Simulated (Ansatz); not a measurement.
Run on TaN (rocksalt type): DFT, PBE, all-electron LAPW, scalar-relativistic (Ansatz 0.2.0). This run: rocksalt relaxed under pressure.

The cell comes from a relaxation on PAW files under the same functional, begun from a prototype that needn't be the stable phase.

Command: `ansatz run input.yaml --threads 1 --pin off --max-ram 3584MiB --backend cpu --events-out ev --progress --plain --runs-dir out` It took 49 s on 1 thread of Intel(R) Xeon(R) 6975P-C (Granite Rapids) (shared host), peak memory 0.73 GiB.

```yaml
crystal:
  lattice:
    - [0.0, 2.1560621269, 2.1560621269]
    - [2.1560621269, 0.0, 2.1560621269]
    - [2.1560621269, 2.1560621269, 0.0]
  atoms:
    - { symbol: Ta, position: [0.0, 0.0, 0.0] }
    - { symbol: "N", position: [0.5, 0.5, 0.5] }
kpoints:
  mp_grid: { grid: [16, 16, 16] }
scf:
  occupations: { method: fermi_dirac, width: 0.08 }
hamiltonian:
  xc: pbe
  pseudopotentials: { kind: all_electron, lapw: { basis_error: 0.0005 } }
output:
  forces: true
  stress: true
  eigenvalues: true
relax:
  f_tol: 0.005
  max_steps: 12
  cell: { p_target: 28.0, stress_tol: 0.03 }
```

Output:

```
The last accepted step is kept in <dir> (removed where the run ends without a failure and the disk answers)
LAPW: plane waves up to 10.684 Å⁻¹, error target 5.0e-4 eV per atom; small_component_spin mean_spin; N in spheres of 0.880 Å, 7 of its electrons in bands, Dirac shells []; Ta in spheres of 1.212 Å, 45 of its electrons in bands, Dirac shells [] (how accurate: hamiltonian.pseudopotentials.lapw.basis_error, Limitations)
Engine: ansatz 0.2.0
Pseudopotentials: kind: all_electron
Pseudopotential: Ta, LAPW, valence charge 45, lapw/all_electron/scalar/gaussian/Ta, Koelling and Harmon's equation, gaussian nucleus
Pseudopotential: N, LAPW, valence charge 7, lapw/all_electron/scalar/gaussian/N, Koelling and Harmon's equation, gaussian nucleus
Functional definition: PBE
  parameter kappa = 0.804
  parameter beta = 0.06672455060314922
  exchange = pbe_x(kappa = kappa, mu = beta*pi^2/3)
  correlation = pbe_c(beta = beta)
Crystal: 2 atoms, lattice volume = 20.045 Å³
Basis set: ecut = 434.93112142027496 eV, 411 PW (Γ), exchange–correlation at level 2
Bands: 32, of which v1, the nominal top of the filled ones, is band 26 counted from 1 (25 counted from 0)
Symmetry: 48 space group operations
Space group: Fm-3m (ITA 225), of the structure as read, at distance tolerance 2.7e-5 Å
k-points: 145 of 4096
Non-local potential: Ta, projectors of the file, none
Non-local potential: N, projectors of the file, none
Initial density: superposition of atomic densities (chi_scale 0.1, normalization cell, long waves kept (reshape's long-wave potential 0.00 eV rms))
Initial wavefunctions: plane waves of lowest kinetic energy (no species holds an atomic orbital)
Functional: x = pbe(κ = 0.804, μ = 0.2195149727645171), c = pbe(β = 0.06672455060314922)
iter 1 solved again at ethr=8.64e-3 eV; its pass at ethr=1.00e-1 eV (dr2=4.49e0 eV) is discarded
SCF iter   1: F=—  HF=-426062.595792 eV  |F-HF|=—  |Δ(HF+E_count)|=         —  Δρ=1.38e-1  dr2=4.49e0  ethr=8.64e-3  ⟨swp⟩=2.0  Hψ=28784  notcnv=0
preconditioner: auto → Kerker (q_TF=auto, 3.198 Å⁻¹)  [metal: Δε(μ)=0.032 eV  Ē_g=24.614 eV  σ=0.080 eV  W_gap=0.10  n_scr=14 (ndim 8)  ℏωp=45.4 eV  f_vac=0.000  D(μ)=0.69/eV (n_scr^D=0)]
iter 2 solved again at ethr=4.66e-4 eV; its pass at ethr=8.64e-3 eV (dr2=2.42e-1 eV) is discarded
SCF iter   2: F=—  HF=-426060.825642 eV  |F-HF|=—  |Δ(HF+E_count)|=    1.77e0  Δρ=3.18e-2  dr2=2.42e-1  ethr=4.66e-4  ⟨swp⟩=2.0  Hψ=23130  notcnv=0
SCF iter   3: F=—  HF=-426060.817248 eV  |F-HF|=—  |Δ(HF+E_count)|=         —  Δρ=3.21e-2  dr2=2.75e-1  ethr=4.66e-4  ⟨swp⟩=2.0  Hψ=13797  notcnv=0
the basis was enlarged: its passes take 636.9 KiB over the memory plan, 1 of 1 planned eigensolver slots
SCF iter   4: F=—  HF=-426060.852102 eV  |F-HF|=—  |Δ(HF+E_count)|=   3.49e-2  Δρ=1.46e-2  dr2=5.74e-2  ethr=4.66e-4  ⟨swp⟩=2.0  Hψ=13347  notcnv=0
SCF iter   5: F=—  HF=-426060.779128 eV  |F-HF|=—  |Δ(HF+E_count)|=   7.30e-2  Δρ=3.76e-3  dr2=1.44e-3  ethr=1.10e-4  ⟨swp⟩=2.0  Hψ=14071  notcnv=0
SCF iter   6: F=—  HF=-426060.776491 eV  |F-HF|=—  |Δ(HF+E_count)|=   2.64e-3  Δρ=1.35e-3  dr2=4.36e-4  ethr=2.77e-6  ⟨swp⟩=2.0  Hψ=13842  notcnv=0
SCF iter   7: F=—  HF=-426060.776452 eV  |F-HF|=—  |Δ(HF+E_count)|=   3.87e-5  Δρ=3.79e-4  dr2=2.62e-5  ethr=8.38e-7  ⟨swp⟩=2.0  Hψ=13842  notcnv=0
SCF iter   8: F=—  HF=-426060.776454 eV  |F-HF|=—  |Δ(HF+E_count)|=   2.37e-6  Δρ=9.76e-5  dr2=1.88e-6  ethr=5.04e-8  ⟨swp⟩=2.0  Hψ=13842  notcnv=0
SCF iter   9: F=—  HF=-426060.776454 eV  |F-HF|=—  |Δ(HF+E_count)|=   3.93e-7  Δρ=3.69e-5  dr2=3.03e-7  ethr=3.62e-9  ⟨swp⟩=2.0  Hψ=13842  notcnv=0
SCF iter  10: F=-426060.776454 eV  HF=-426060.776454 eV  |F-HF|=2.10e-9  |Δ(HF+E_count)|=   8.29e-8  Δρ=7.48e-6  dr2=8.62e-9  ethr=5.83e-10  ⟨swp⟩=2.0  Hψ=13847  notcnv=0
SCF 1 converged in 10 iterations: F = -426060.776454 eV  dr2 = 8.62e-9
relax step   1: F+E_penalty+E_count = -426060.77645377 eV  Δ(F+E_penalty+E_count) = +0.000e0 eV  max|allowed force component| = 2.301e-30 eV/Å  Δτ_max = 0.0000 Å  P = +27.941 GPa  Ω = 20.045 Å³  (10 SCF iters, accepted)
Crystal: 2 atoms, lattice volume = 20.041 Å³
Basis set: ecut = 434.9886918657745 eV, 411 PW (Γ), exchange–correlation at level 2
Initial density: handed on by an earlier stage of this run
Initial wavefunctions: those handed on with the density
iter 1 solved again at ethr=2.39e-11 eV; its pass at ethr=1.00e-1 eV (dr2=1.25e-8 eV) is discarded
SCF iter   1: F=—  HF=-426060.775759 eV  |F-HF|=—  |Δ(HF+E_count)|=         —  Δρ=1.02e-5  dr2=1.08e-8  ethr=2.39e-11  ⟨swp⟩=4.8  Hψ=25083  notcnv=0
preconditioner: auto → Kerker (q_TF=auto, 3.198 Å⁻¹)  [metal: Δε(μ)=0.012 eV  Ē_g=25.366 eV  σ=0.080 eV  W_gap=0.04  n_scr=14 (ndim 8)  ℏωp=45.4 eV  f_vac=0.000  D(μ)=0.90/eV (n_scr^D=8)]
SCF iter   2: F=-426060.775759 eV  HF=-426060.775759 eV  |F-HF|=3.49e-10  |Δ(HF+E_count)|=   1.58e-7  Δρ=4.29e-6  dr2=2.09e-9  ethr=2.07e-11  ⟨swp⟩=3.0  Hψ=14084  notcnv=0
SCF 2 converged in 2 iterations: F = -426060.775759 eV  dr2 = 2.09e-9
relax step   2: F+E_penalty+E_count = -426060.77575871 eV  Δ(F+E_penalty+E_count) = +6.951e-4 eV  max|allowed force component| = 1.660e-30 eV/Å  Δτ_max = 0.0000 Å  P = +28.029 GPa  Ω = 20.041 Å³  (2 SCF iters, accepted)
iter 1 solved again at ethr=3.95e-12 eV; its pass at ethr=1.00e-1 eV (dr2=2.06e-9 eV) is discarded
SCF iter   1: F=—  HF=-426060.775759 eV  |F-HF|=—  |Δ(HF+E_count)|=         —  Δρ=4.23e-6  dr2=2.05e-9  ethr=8.67e-12 (applied; sched 3.95e-12)  ⟨swp⟩=3.0  Hψ=21925  notcnv=0
SCF iter   2: F=-426060.775759 eV  HF=-426060.775759 eV  |F-HF|=7.57e-10  |Δ(HF+E_count)|=   1.66e-7  Δρ=2.92e-6  dr2=8.41e-10  ethr=1.15e-11 (applied; sched 3.95e-12)  ⟨swp⟩=2.1  Hψ=13856  notcnv=0
SCF 3 converged in 2 iterations: F = -426060.775759 eV  dr2 = 8.41e-10
relax step   3: F+E_penalty+E_count = -426060.77575872 eV  Δ(F+E_penalty+E_count) = -6.985e-9 eV  max|allowed force component| = 1.906e-30 eV/Å  Δτ_max = 0.0000 Å  P = +28.028 GPa  Ω = 20.041 Å³  stress off target by 2.85e-2 GPa  SCF on the basis re-selected at this cell (its energy is not comparable with the rows above)  (2 SCF iters)
basis re-selected at this cell: Δ(F+E_penalty+E_count) = -6.985e-9 eV, ΔP = -0.000 GPa vs the last step (what re-selecting the basis moved, after the strain that the cell walked since its last selection, with what the two solves' SCF thresholds leave and, on support functions, any second-order correction that the steps lacked; it is no measure of the basis error at this ecutwfc). This SCF's stress stands 2.85e-2 GPa from its target on what of the cell is left free (relax.cell.stress_tol is 3.00e-2 GPa) and its largest allowed force component is 1.91e-30 eV/Å (relax.f_tol is 5.00e-3 eV/Å): within both
SCF converged after 2 iterations
Free energy (F): -426060.775759 eV
Harris-Foulkes:  -426060.775759 eV  (|F-HF|=7.57e-10)
Internal energy: -426060.757545 eV  (E = F + TS)
E sigma→0 (E₀):  -426060.766652 eV
Entropy (-TS):   -0.018214 eV (-9.107 meV/atom)
Fermi energy:    28.720089 eV
--- Per-component energies (eV) ---
  E_band       = -5629.710083
  E_kinetic    = 475432.065788
  E_xc         = -8814.732435
  E_electrostatic = -892678.090897  (all electrons and nuclei)
  E_smearing   = -0.018214  (= −TS)
  E_closure    = 0.000000  (closes the sum)
  E_atoms      = -426041.112071  (free atoms, spherical and without spin; not in F)
  Σ components = -426060.775759   (vs F -426060.775759, Δ=0.00e0)
  Basis errors (estimates in eV, not in F): energy 1.8e-4 per atom: plane waves 1.6e-4 (8.9e-5 summed), levels above the bands 7.3e-68, relativity 1.3e-8, radial functions 2.2e-5, core shells 2.6e-11; eigenvalues (radial functions only) 1.9e-6; not estimated: angular momenta, meshes, grids; target (lapw.basis_error) 5.0e-4; muffin-tin radii N 0.880 Å, Ta 1.212 Å
--- Forces (eV/Å), atoms counted from 1 ---
  atom   1  Ta     0.00000000    -0.00000000    -0.00000000
  atom   2  N      0.00000000    -0.00000000     0.00000000
  max |Σ_I F_I| component: 4.08e-30 eV/Å
--- Stress (GPa, compression-positive) ---
       28.028495      -0.000000      -0.000000
       -0.000000      28.028495      -0.000000
       -0.000000      -0.000000      28.028495
  P = ⅓ Tr σ = 28.0285 GPa (280.285 kbar)
--- Band table (eV; the first three rows and the last of 145) ---
  k-point 0: bands = ["-507.3823", "-367.9022", "-367.9022", "-367.9022", "-349.7710", "-189.4731", "-189.4731", "-189.4462", "-189.4462", "-189.4462", "-40.6772", "-6.9016", "-6.9016", "-6.9016", "7.5904", "7.5904", "7.5904", "7.6326", "7.6784", "7.6784", "7.6784", "9.3883", "24.7403", "24.7403", "24.7403", "26.4533", "26.4533", "26.4533", "28.8120", "28.8120", "30.7497", "37.8910"]
  k-point 1: bands = ["-507.3823", "-367.9022", "-367.9022", "-367.9022", "-349.7710", "-189.4731", "-189.4731", "-189.4462", "-189.4462", "-189.4462", "-40.6744", "-6.9462", "-6.9054", "-6.9054", "7.5873", "7.5921", "7.5921", "7.6340", "7.6765", "7.6765", "7.6785", "9.4974", "24.2091", "24.3711", "24.3711", "26.6244", "26.6244", "26.7042", "29.2347", "29.2347", "31.0343", "38.2060"]
  k-point 2: bands = ["-507.3823", "-367.9022", "-367.9022", "-367.9022", "-349.7710", "-189.4731", "-189.4731", "-189.4462", "-189.4462", "-189.4462", "-40.6663", "-7.0710", "-6.9163", "-6.9163", "7.5794", "7.5973", "7.5973", "7.6378", "7.6713", "7.6713", "7.6787", "9.8109", "23.1375", "23.6124", "23.6124", "27.0206", "27.0206", "27.0776", "30.2593", "30.2593", "31.7681", "39.0840"]
  k-point 144: bands = ["-507.3823", "-367.9022", "-367.9022", "-367.9022", "-349.7710", "-189.4731", "-189.4731", "-189.4462", "-189.4462", "-189.4462", "-40.5772", "-7.5327", "-7.5327", "-7.2881", "7.6059", "7.6284", "7.6284", "7.6347", "7.6360", "7.6360", "7.6815", "11.4433", "20.9037", "21.7133", "21.7133", "28.5167", "28.5167", "32.6456", "33.3200", "33.7200", "39.4560", "41.2663"]
--- Relaxed structure (2 steps of the walk, 2 accepted, 1 SCFs on fresh bases) ---
  F+E_penalty+E_count = -426060.77575872 eV   max|allowed force component| = 1.906e-30 eV/Å   (the final SCF, on the basis selected at the relaxed cell)
  cell:  # Å, volume = 20.0414 Å³
    - [3.359776484031939e-35, 2.155919445530642, 2.155919445530642]
    - [2.155919445530642, -2.5938612705117705e-34, 2.155919445530642]
    - [2.155919445530642, 2.155919445530642, -2.1655331139806256e-34]
  atoms:
    - { symbol: Ta, position: [3.6346953585931554e-38, -1.2721433755076043e-38, -4.906838734100759e-38] }
    - { symbol: N, position: [0.5, 0.5, 0.5] }
```

Next run (CsCl relaxed under pressure), as changes to the input before:

```diff
   lattice:
-    - [0.0, 2.1560621269, 2.1560621269]
-    - [2.1560621269, 0.0, 2.1560621269]
-    - [2.1560621269, 2.1560621269, 0.0]
+    - [2.6815207697, 0.0, 0.0]
+    - [0.0, 2.6815207697, 0.0]
+    - [0.0, 0.0, 2.6815207697]
   atoms:
 kpoints:
-  mp_grid: { grid: [16, 16, 16] }
+  mp_grid: { grid: [14, 14, 14] }
 scf:
```

Results part of the output:

```
basis re-selected at this cell: Δ(F+E_penalty+E_count) = +1.746e-9 eV, ΔP = -0.001 GPa vs the last step (what re-selecting the basis moved, after the strain that the cell walked since its last selection, with what the two solves' SCF thresholds leave and, on support functions, any second-order correction that the steps lacked; it is no measure of the basis error at this ecutwfc). This SCF's stress stands 5.57e-4 GPa from its target on what of the cell is left free (relax.cell.stress_tol is 3.00e-2 GPa) and its largest allowed force component is 2.24e-30 eV/Å (relax.f_tol is 5.00e-3 eV/Å): within both
SCF converged after 2 iterations
Free energy (F): -426059.796164 eV
Harris-Foulkes:  -426059.796164 eV  (|F-HF|=3.09e-9)
Internal energy: -426059.793735 eV  (E = F + TS)
E sigma→0 (E₀):  -426059.794950 eV
Entropy (-TS):   -0.002429 eV (-1.215 meV/atom)
Fermi energy:    29.459611 eV
--- Per-component energies (eV) ---
  E_band       = -4559.531704
  E_kinetic    = 475430.668802
  E_xc         = -8814.602309
  E_electrostatic = -892675.860228  (all electrons and nuclei)
  E_smearing   = -0.002429  (= −TS)
  E_closure    = 0.000000  (closes the sum)
  E_atoms      = -426041.112071  (free atoms, spherical and without spin; not in F)
  Σ components = -426059.796164   (vs F -426059.796164, Δ=0.00e0)
  Basis errors (estimates in eV, not in F): energy 1.3e-4 per atom: plane waves 1.1e-4 (6.0e-5 summed), levels above the bands 8.7e-51, relativity 3.1e-8, radial functions 2.0e-5, core shells 3.1e-7; eigenvalues (radial functions only) 6.6e-7; not estimated: angular momenta, meshes, grids; target (lapw.basis_error) 5.0e-4; muffin-tin radii N 0.959 Å, Ta 1.294 Å
--- Forces (eV/Å), atoms counted from 1 ---
  atom   1  Ta    -0.00000000     0.00000000     0.00000000
  atom   2  N      0.00000000    -0.00000000     0.00000000
  max |Σ_I F_I| component: 4.47e-30 eV/Å
--- Stress (GPa, compression-positive) ---
       27.999443      -0.000000       0.000000
       -0.000000      27.999443       0.000000
        0.000000       0.000000      27.999443
  P = ⅓ Tr σ = 27.9994 GPa (279.994 kbar)
--- Band table (eV; the first three rows and the last of 120) ---
  k-point 0: bands = ["-366.8541", "-366.8541", "-366.8541", "-348.7286", "-188.4312", "-188.4312", "-188.4312", "-188.3689", "-188.3689", "-39.7199", "-5.6718", "-5.6718", "-5.6718", "8.6624", "8.6624", "8.6624", "8.6676", "8.7378", "8.7378", "8.7378", "10.4487", "24.1516", "24.1516", "26.5416", "26.5416", "26.5416", "32.5742", "33.6637", "33.6637", "33.6637"]
  k-point 1: bands = ["-366.8541", "-366.8541", "-366.8541", "-348.7286", "-188.4312", "-188.4312", "-188.4312", "-188.3689", "-188.3689", "-39.7141", "-5.7598", "-5.6639", "-5.6639", "8.6610", "8.6640", "8.6640", "8.6669", "8.7313", "8.7392", "8.7392", "10.5693", "24.0305", "24.2070", "26.4199", "26.4199", "26.5502", "32.9156", "33.6944", "33.7241", "33.7241"]
  k-point 2: bands = ["-366.8541", "-366.8541", "-366.8541", "-348.7286", "-188.4312", "-188.4312", "-188.4312", "-188.3689", "-188.3689", "-39.6979", "-6.0006", "-5.6419", "-5.6419", "8.6572", "8.6649", "8.6683", "8.6683", "8.7134", "8.7433", "8.7433", "10.9135", "23.4301", "24.3665", "26.0901", "26.0901", "27.0013", "33.7345", "33.7816", "33.8970", "33.8970"]
  k-point 119: bands = ["-366.8541", "-366.8541", "-366.8541", "-348.7286", "-188.4312", "-188.4312", "-188.4312", "-188.3688", "-188.3688", "-39.3792", "-6.7297", "-6.7297", "-6.7297", "8.5334", "8.6993", "8.6993", "8.6993", "8.7211", "8.7211", "8.7211", "15.0299", "19.6363", "19.6363", "19.6363", "36.0850", "36.0850", "36.0850", "37.2261", "37.2261", "38.3121"]
--- Relaxed structure (3 steps of the walk, 3 accepted, 1 SCFs on fresh bases) ---
  F+E_penalty+E_count = -426059.79616435 eV   max|allowed force component| = 2.235e-30 eV/Å   (the final SCF, on the basis selected at the relaxed cell)
  cell:  # Å, volume = 19.2878 Å³
    - [2.681805050676389, 0.0, 0.0]
    - [0.0, 2.681805050676389, 0.0]
    - [0.0, 0.0, 2.681805050676389]
  atoms:
    - { symbol: Ta, position: [5.704635963124585e-36, -4.3018566279313934e-36, -4.675931117315778e-37] }
    - { symbol: N, position: [0.5, 0.5, 0.5] }
```

Next run (WC relaxed under pressure), as changes to the input before:

```diff
   lattice:
-    - [2.6815207697, 0.0, 0.0]
-    - [0.0, 2.6815207697, 0.0]
-    - [0.0, 0.0, 2.6815207697]
+    - [2.8766795903, 0.0, 0.0]
+    - [-1.4383397951, 2.4912776038, 0.0]
+    - [0.0, 0.0, 2.8380098351]
   atoms:
-    - { symbol: "N", position: [0.5, 0.5, 0.5] }
+    - { symbol: "N", position: [0.3333333333, 0.6666666667, 0.5] }
 kpoints:
-  mp_grid: { grid: [14, 14, 14] }
+  mp_grid: { grid: [16, 16, 14] }
 scf:
```

Results part of the output:

```
basis re-selected at this cell: Δ(F+E_penalty+E_count) = +2.806e-8 eV, ΔP = +0.000 GPa vs the last step (what re-selecting the basis moved, after the strain that the cell walked since its last selection, with what the two solves' SCF thresholds leave and, on support functions, any second-order correction that the steps lacked; it is no measure of the basis error at this ecutwfc). This SCF's stress stands 9.99e-3 GPa from its target on what of the cell is left free (relax.cell.stress_tol is 3.00e-2 GPa) and its largest allowed force component is 1.30e-16 eV/Å (relax.f_tol is 5.00e-3 eV/Å): within both
SCF converged after 2 iterations
Free energy (F): -426061.378451 eV
Harris-Foulkes:  -426061.378451 eV  (|F-HF|=1.16e-9)
Internal energy: -426061.376871 eV  (E = F + TS)
E sigma→0 (E₀):  -426061.377661 eV
Entropy (-TS):   -0.001580 eV (-0.790 meV/atom)
Fermi energy:    27.081248 eV
--- Per-component energies (eV) ---
  E_band       = -5658.106560
  E_kinetic    = 475433.596671
  E_xc         = -8814.276012
  E_electrostatic = -892680.697530  (all electrons and nuclei)
  E_smearing   = -0.001580  (= −TS)
  E_closure    = 0.000000  (closes the sum)
  E_atoms      = -426041.112071  (free atoms, spherical and without spin; not in F)
  Σ components = -426061.378451   (vs F -426061.378451, Δ=0.00e0)
  Basis errors (estimates in eV, not in F): energy 1.8e-4 per atom: plane waves 1.6e-4 (9.0e-5 summed), levels above the bands 5.1e-72, relativity 2.9e-8, radial functions 2.1e-5, core shells 7.6e-12; eigenvalues (radial functions only) 1.6e-6; not estimated: angular momenta, meshes, grids; target (lapw.basis_error) 5.0e-4; muffin-tin radii N 0.893 Å, Ta 1.226 Å
[... lines left out ...]
       27.995179      -0.000000      -0.000000
       -0.000000      27.995179      -0.000000
       -0.000000      -0.000000      28.009985
  P = ⅓ Tr σ = 28.0001 GPa (280.001 kbar)
--- Band table (eV; the first three rows and the last of 240) ---
  k-point 0: bands = ["-507.9117", "-368.4407", "-368.4252", "-368.4252", "-350.5748", "-190.0033", "-190.0033", "-189.9730", "-189.9717", "-189.9717", "-41.2413", "-7.5843", "-7.2752", "-7.2752", "7.0464", "7.0928", "7.0928", "7.0993", "7.0993", "7.1122", "7.1919", "8.9371", "22.3018", "22.3018", "22.5996", "24.0597", "29.7709", "30.8983", "30.8983", "31.4309", "31.4309", "40.4424"]
  k-point 1: bands = ["-507.9117", "-368.4407", "-368.4252", "-368.4252", "-350.5748", "-190.0033", "-190.0033", "-189.9730", "-189.9717", "-189.9717", "-41.2382", "-7.6439", "-7.2704", "-7.2704", "7.0499", "7.0914", "7.0914", "7.1015", "7.1015", "7.1088", "7.1919", "9.0525", "22.2200", "22.3467", "22.3467", "24.3834", "29.9491", "30.1537", "30.1537", "31.9739", "31.9739", "40.6770"]
  k-point 2: bands = ["-507.9117", "-368.4407", "-368.4252", "-368.4252", "-350.5748", "-190.0033", "-190.0033", "-189.9730", "-189.9717", "-189.9717", "-41.2295", "-7.8079", "-7.2570", "-7.2570", "7.0580", "7.0879", "7.0879", "7.0994", "7.1070", "7.1070", "7.1920", "9.3842", "21.3913", "22.4740", "22.4740", "25.1150", "29.1810", "29.1810", "30.4252", "32.3343", "32.3343", "41.3048"]
  k-point 239: bands = ["-507.9117", "-368.4407", "-368.4252", "-368.4252", "-350.5748", "-190.0033", "-190.0033", "-189.9729", "-189.9717", "-189.9717", "-41.0683", "-8.3095", "-8.0740", "-7.9050", "7.0264", "7.0923", "7.0973", "7.1102", "7.1163", "7.1166", "7.1651", "11.0723", "18.4218", "20.3061", "23.1151", "26.6985", "32.0595", "32.5904", "34.2730", "35.1564", "37.1678", "39.5758"]
--- Relaxed structure (3 steps of the walk, 3 accepted, 1 SCFs on fresh bases) ---
  F+E_penalty+E_count = -426061.37845120 eV   max|allowed force component| = 1.295e-16 eV/Å   (the final SCF, on the basis selected at the relaxed cell)
  cell:  # Å, volume = 20.3368 Å³
    - [2.8766133238347136, -2.886690834203769e-11, 0.0]
    - [-1.4383066618923575, 2.4912202153200877, 0.0]
    - [0.0, 0.0, 2.837846425499942]
  atoms:
    - { symbol: Ta, position: [3.0814879110195774e-33, -3.700743415524894e-17, 0.0] }
    - { symbol: N, position: [0.33333333333333326, 0.6666666666666666, 0.49999999999999994] }
```

Spin–orbit coupling is left out, which matters for the heavy atoms.
